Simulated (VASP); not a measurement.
# MoSe2 (P6_3/mmc) in VASP: equation of state, part 2 of 2

VASP 6.6.1. The steps go on from the part before.

**4. Equation of state, PBEsol, 19.73 Å³/atom (volume scaled by 0.98)**

INCAR reads:

```
SYSTEM = MoSe2
ALGO = Normal
EDIFF = 1E-7
ENCUT = 520
GGA = PS
ISIF = 2
ISMEAR = -1
KPAR = 2
LASPH = .True.
LCHARG = .False.
LREAL = .False.
LWAVE = .False.
NBANDS = 35
NELM = 80
PREC = Accurate
SIGMA = 0.05
```

KPOINTS reads:

```
k-points
0
Gamma
  9 9 2
  0 0 0
```

POSCAR reads:

```
MoSe2
1.0
    3.2659322210      0.0000000000      0.0000000000
   -1.6329661105      2.8283802704      0.0000000000
    0.0000000000      0.0000000000     12.8134202101
Mo Se
2 4
Direct
    0.6666666667      0.3333333333      0.7500000000
    0.3333333333      0.6666666667      0.2500000000
    0.6666666667      0.3333333333      0.3750000000
    0.3333333333      0.6666666667      0.8750000000
    0.6666666667      0.3333333333      0.1250000000
    0.3333333333      0.6666666667      0.6250000000
```

Potentials or basis: VASP PAW PBE potentials, release 64 (Mo_sv, Se).

The run is started by

```
cat potpaw_PBE.64/Mo_sv/POTCAR potpaw_PBE.64/Se/POTCAR > POTCAR
mpirun -np 2 vasp_std > vasp.out
```

OUTCAR:

```text
SYSTEM = MoSe2
   EDIFF = 1E-7
   ENCUT = 520
   GGA = PS
   ISIF = 2
   ISMEAR = -1
   LASPH = .True.
   LREAL = .False.
   NELM = 80
   PREC = Accurate

 Found     24 irreducible k-points:

 Following reciprocal coordinates:
            Coordinates               Weight
  0.000000  0.000000  0.000000      1.000000
  0.111111  0.000000  0.000000      6.000000
  0.222222  0.000000  0.000000      6.000000
  0.333333  0.000000  0.000000      6.000000
  0.444444  0.000000  0.000000      6.000000
  0.111111  0.111111  0.000000      6.000000
   k-points           NKPTS =     24   k-points in BZ     NKDIM =     24   number of bands    NBANDS=     35
   number of dos      NEDOS =    301   number of ions     NIONS =      6
   total plane-waves  NPLWV =  55296
   dimension x,y,z NGX =    24 NGY =   24 NGZ =   96
   dimension x,y,z NGXF=    48 NGYF=   48 NGZF=  192
   ions per type =               2   4
   NGX,Y,Z   is equivalent  to a cutoff of  12.22, 12.22, 12.46 a.u.
   NGXF,Y,Z  is equivalent  to a cutoff of  24.43, 24.43, 24.91 a.u.
 SYSTEM =  MoSe2
   PREC   = accura    normal or accurate (medium, high low for compatibility)
   ISTART =      0    job   : 0-new  1-cont  2-samecut
   ICHARG =      2    charge: 1-file 2-atom 10-const
   ISPIN  =      1    spin polarized calculation?
   LNONCOLLINEAR =      F non collinear calculations
   LSORBIT =      F    spin-orbit coupling
   LASPH  =      T    aspherical Exc in radial PAW
   ENCUT  =  520.0 eV  38.22 Ry    6.18 a.u.   6.07  6.07 23.82*2*pi/ulx,y,z
   NELM   =     80;   NELMIN=  2; NELMDL= -5     # of ELM steps
   EDIFF  = 0.1E-06   stopping-criterion for ELM
   LREAL  =      F    real-space projection
   EDIFFG = 0.1E-05   stopping-criterion for IOM
   NSW    =      0    number of steps for IOM
   IBRION =     -1    ionic relax: 0-MD 1-quasi-New 2-CG
   NFREE  =      0    steps in history (QN), initial steepest desc. (CG)
   ISIF   =      2    stress and relaxation
   ISYM   =      2    0-nonsym 1-usesym 2-fastsym
   POTIM  = 0.5000    time-step for ionic-motion
   TEBEG  =    0.0;   TEEND  =   0.0 temperature during run
   PSTRESS=    0.0 pullay stress
   NELECT =      52.0000    total number of electrons
   NUPDOWN=      -1.0000    fix difference up-down
   EMIN   =  10.00;   EMAX   =-10.00  energy-range for DOS
   EFERMI =   0.00;   METHOD = LEGACY
   ISMEAR =    -1;   SIGMA  =   0.05  broadening in eV -4-tet -1-fermi 0-gaus
   EFERMI_NEDOS =   21; number of points for ismear=-14 and -15
   IALGO  =     38    algorithm
   IMIX   =      4    mixing-type and parameters
     AMIX     =   0.40;   BMIX     =  1.00
     AMIX_MAG =   1.60;   BMIX_MAG =  1.00
  volume/ion in A,a.u.               =      19.73       133.12
  Fermi-wavevector in a.u.,A,eV,Ry     =   1.244532  2.351824 21.073505  1.548859
  Thomas-Fermi vector in A             =   2.378794
   LORBIT       =      0    0 simple, 1 ext, 2 COOP (PROOUT), +10 PAW based schemes
   GGA     = PS    functional components
   LHFCALC =     F    Hartree Fock is set to
   AEXX    =    0.0000 exact exchange contribution
   IVDW    =     0    specifies the selected vdW correction
   LEPSILON=     F    determine dielectric tensor
   LRPA    =     F    only Hartree local field effects (RPA)
 non-spin polarized calculation
  energy-cutoff  :      520.00
  volume of cell :      118.36
 maximum number of plane-waves:      3218
   NGX = 13   NGY = 13   NGZ = 47

 number of electron      52.0000000 magnetization

 Free energy of the ion-electron system (eV)
  ---------------------------------------------------
  ext. energy  EPLUGINS =         0.00000000
  ---------------------------------------------------
  free energy    TOTEN  =       -43.10152202 eV

  energy without entropy =      -43.10151361  energy(sigma->0) =      -43.10151781

 E-fermi :   7.0928     XC(G=0): -10.8988

 val. band max:        6.7259332672   @ k =   0.0000   0.0000   0.0000
 cond. band min:       7.5937319685   @ k =   0.3333   0.3333   0.0000
 fundamental gap:      0.8677987012
 Fermi energy:         7.0928368610

 k-point     1 :       0.0000    0.0000    0.0000
  band No.  band energies     occupation
      1     -54.4848      2.00000
      2     -54.4848      2.00000
      3     -28.7187      2.00000
      4     -28.7186      2.00000
      5     -28.5170      2.00000
      6     -28.5170      2.00000
[... 27 lines left out ...]
     34       9.6794      0.00000
     35      11.8920      0.00000
[... 159 lines left out ...]
      5     -28.6144      2.00000
      6     -28.6144      2.00000
[... 27 lines left out ...]
     34      10.1071      0.00000
     35      13.9014      0.00000

 [... further k-points ...]

------------------------ aborting loop because EDIFF is reached ----------------------------------------

  FORCE on cell =-STRESS in cart. coord.  units (eV):
  Direction    XX          YY          ZZ          XY          YZ          ZX
  --------------------------------------------------------------------------------------
  -------------------------------------------------------------------------------------
  Total        3.2935399      3.2935399      8.0348141      0.0000000     -0.0000000      0.0000000
  in kB       44.5824037     44.5824037    108.7617977      0.0000000     -0.0000000      0.0000000
  external PRESSURE =      65.9755350 kB  Pullay stress =       0.0000000 kB

 VOLUME and BASIS-vectors are now :
 -----------------------------------------------------------------------------
  energy-cutoff  :      520.00
  volume of cell :      118.36
      direct lattice vectors                 reciprocal lattice vectors
     3.265932221  0.000000000  0.000000000     0.306191290  0.176779624  0.000000000
    -1.632966110  2.828380270  0.000000000     0.000000000  0.353559247  0.000000000
     0.000000000  0.000000000 12.813420210     0.000000000  0.000000000  0.078043175

 POSITION                                       TOTAL-FORCE (eV/Angst)
 -----------------------------------------------------------------------------------
      1.63297      0.94279      9.61007        -0.000000      0.000000      0.000000
     -0.00000      1.88559      3.20336         0.000000     -0.000000      0.000000
      1.63297      0.94279      4.80503        -0.000000      0.000000      1.211714
     -0.00000      1.88559     11.21174         0.000000      0.000000      1.211714
      1.63297      0.94279      1.60168        -0.000000     -0.000000     -1.211714
     -0.00000      1.88559      8.00839         0.000000     -0.000000     -1.211714
 -----------------------------------------------------------------------------------
    total drift:                               -0.000000      0.000000     -0.000000

  FREE ENERGIE OF THE ION-ELECTRON SYSTEM (eV)
  ---------------------------------------------------
  free  energy   TOTEN  =       -43.1015220181 eV

  energy  without entropy=      -43.1015136090  energy(sigma->0) =      -43.10151781
```

stdout:

```text
POSCAR found type information on POSCAR MoSe
 POSCAR found :  2 types and       6 ions
 scaLAPACK will be used
 -----------------------------------------------------------------------------
|                                                                             |
|                                                                             |
|     You enforced a specific xc type in the INCAR file but a different       |
|     I HOPE YOU KNOW WHAT YOU ARE DOING!                                     |
|                                                                             |
 -----------------------------------------------------------------------------

 LDA part: xc-table for (Slater+PW92), standard interpolation
 POSCAR, INCAR and KPOINTS ok, starting setup
 FFT: planning ... GRIDC
 FFT: planning ... GRID_SOFT
 FFT: planning ... GRID
 WAVECAR not read
 entering main loop
```

Run time: 85 s. Hardware: 2 MPI ranks of Intel Xeon Platinum 8375C at 2.90GHz (Ice Lake), shared host; peak memory 0.25 GiB.

What came out:

```
Free energy            : -43.1015 eV
Pressure               : 6.6 GPa
Largest force          : 1.212 eV/Å
Band gap on the k mesh : 0.87 eV, indirect (least direct gap 1.41 eV)
```

Caveat: the PAW data sets were made with another functional, which shifts forces and pressure a little; an odd mesh through Γ misses points on the zone boundary, where band edges often lie; the cell's inner coordinates are idealised or old, which leaves forces on the atoms; this functional lacks dispersion, which binds the layers, so the pressure and a relaxed spacing across them are unreliable.

**5. Equation of state, PBEsol, 20.53 Å³/atom (volume scaled by 1.02)**

INCAR is that of step 4.

KPOINTS is that of step 4.

Changes to POSCAR since step 4:

```diff
@@ -2,5 +2,5 @@
 1.0
-    3.2659322210      0.0000000000      0.0000000000
-   -1.6329661105      2.8283802704      0.0000000000
-    0.0000000000      0.0000000000     12.8134202101
+    3.3097754690      0.0000000000      0.0000000000
+   -1.6548877345      2.8663496370      0.0000000000
+    0.0000000000      0.0000000000     12.9854329533
 Mo Se
```

The run is started by

```
cat potpaw_PBE.64/Mo_sv/POTCAR potpaw_PBE.64/Se/POTCAR > POTCAR
mpirun -np 2 vasp_std > vasp.out
```

Run time: 1.9 min. Hardware: 2 MPI ranks of Intel Xeon Platinum 8375C at 2.90GHz (Ice Lake), shared host; peak memory 0.28 GiB.

Results (log left out):

| Property | Result |
| --- | --- |
| Free energy | -43.2113 eV |
| Pressure | 0.8 GPa |
| Largest force | 0.510 eV/Å |
| Band gap on the k mesh | 0.87 eV, indirect (least direct gap 1.34 eV) |

Caveat: the PAW data sets were made with another functional, which shifts forces and pressure a little; an odd mesh through Γ misses points on the zone boundary, where band edges often lie; the cell's inner coordinates are idealised or old, which leaves forces on the atoms; this functional lacks dispersion, which binds the layers, so the pressure and a relaxed spacing across them are unreliable.

**6. Equation of state, PBEsol, 20.93 Å³/atom (volume scaled by 1.04)**

INCAR is that of step 5.

KPOINTS is that of step 5.

Changes to POSCAR since step 5:

```diff
@@ -2,5 +2,5 @@
 1.0
-    3.3097754690      0.0000000000      0.0000000000
-   -1.6548877345      2.8663496370      0.0000000000
-    0.0000000000      0.0000000000     12.9854329533
+    3.3312681198      0.0000000000      0.0000000000
+   -1.6656340599      2.8849628185      0.0000000000
+    0.0000000000      0.0000000000     13.0697563093
 Mo Se
```

Potentials or basis: VASP PAW PBE potentials, release 64 (Mo_sv, Se).

The run is started by

```
cat potpaw_PBE.64/Mo_sv/POTCAR potpaw_PBE.64/Se/POTCAR > POTCAR
mpirun -np 2 vasp_std > vasp.out
```

Run time: 2.4 min. Hardware: 2 MPI ranks of Intel Xeon Platinum 8375C at 2.90GHz (Ice Lake), shared host; peak memory 0.29 GiB.

It converged, with:

* Free energy: -43.2053 eV
* Pressure: -1.6 GPa
* Largest force: 0.198 eV/Å
* Band gap on the k mesh: 0.87 eV, indirect (least direct gap 1.31 eV)

Caveat: the PAW data sets were made with another functional, which shifts forces and pressure a little; an odd mesh through Γ misses points on the zone boundary, where band edges often lie; the cell's inner coordinates are idealised or old, which leaves forces on the atoms; this functional lacks dispersion, which binds the layers, so the pressure and a relaxed spacing across them are unreliable.

**7. Equation of state, PBEsol, 21.34 Å³/atom (volume scaled by 1.06)**

INCAR is that of step 6.

KPOINTS is that of step 6.

Changes to POSCAR since step 6:

```diff
@@ -2,5 +2,5 @@
 1.0
-    3.3312681198      0.0000000000      0.0000000000
-   -1.6656340599      2.8849628185      0.0000000000
-    0.0000000000      0.0000000000     13.0697563093
+    3.3524869601      0.0000000000      0.0000000000
+   -1.6762434801      2.9033388733      0.0000000000
+    0.0000000000      0.0000000000     13.1530054092
 Mo Se
```

The run is started by

```
cat potpaw_PBE.64/Mo_sv/POTCAR potpaw_PBE.64/Se/POTCAR > POTCAR
mpirun -np 2 vasp_std > vasp.out
```

Run time: 1.9 min. Hardware: 2 MPI ranks of Intel Xeon Platinum 8375C at 2.90GHz (Ice Lake), shared host; peak memory 0.29 GiB.

The run converged. Its results:

```yaml
Free_energy: -43.1643 eV
Pressure: -3.8 GPa
Largest_force: 0.092 eV/Å
Band_gap_on_the_k_mesh: 0.86 eV, indirect (least direct gap 1.27 eV)
```

Caveat: the PAW data sets were made with another functional, which shifts forces and pressure a little; an odd mesh through Γ misses points on the zone boundary, where band edges often lie; the cell's inner coordinates are idealised or old, which leaves forces on the atoms; this functional lacks dispersion, which binds the layers, so the pressure and a relaxed spacing across them are unreliable.

**8. Equation of state, PBEsol**

This step only gathers the single runs of the series.

What came out:

| Property | Result |
| --- | --- |
| Equilibrium volume | 20.67 Å³/atom |
| Bulk modulus at fixed shape and positions | 128 GPa |
| Pressure derivative of the bulk modulus | 4.4 |

Energy against volume, from the lowest point:
| volume (Å³/atom) | energy (meV/atom) |
| --- | --- |
| 18.922 | 68.92 |
| 19.324 | 39.12 |
| 19.727 | 18.29 |
| 20.129 | 5.53 |
| 20.532 | 0.00 |
| 20.935 | 0.99 |
| 21.337 | 7.83 |

Caveat: the cell was scaled at fixed shape and fractional positions, which overstates the stiffness of a crystal with free parameters, most of all of layers and chains; the PAW data sets were made with another functional, which shifts forces and pressure a little; the cell's inner coordinates are idealised or old, which leaves forces on the atoms; this functional lacks dispersion, which binds the layers, so the pressure and a relaxed spacing across them are unreliable.
